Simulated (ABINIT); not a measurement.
The system is CaO.

```
Ca O
1.0
     0.00000    2.40356    2.40356
     2.40356    0.00000    2.40356
     2.40356    2.40356    0.00000
Ca O
1 1
Direct
  0.00000 0.00000 0.00000
  0.50000 0.50000 0.50000
```

The cell is a database's computed one.

Program: ABINIT 10.8.3 (patched build). Alike in all runs: no spin polarisation; cell as given; smearing fermi-dirac 0.05 eV. Hardware: 1 thread of Arm Neoverse V2 (shared host).

**Question.** Order these runs on this cell by their wall time, lowest first.
A. task band structure; level LDA; potentials or basis PseudoDojo NC SR LDA v0.4.1 standard; k mesh 10 × 10 × 10; cutoff (eV) 1143
B. task single point; level LDA; potentials or basis JTH PAW LDA v2.0; k mesh 6 × 6 × 6; cutoff (eV) 626; fine-grid cutoff 1224.51 eV
C. task band structure; level PW91; potentials or basis JTH PAW PBE v2.0; k mesh 10 × 10 × 10; cutoff (eV) 626; fine-grid cutoff 1224.51 eV

**Answer.** B (5.9 s), C (40 s), A (130 s).
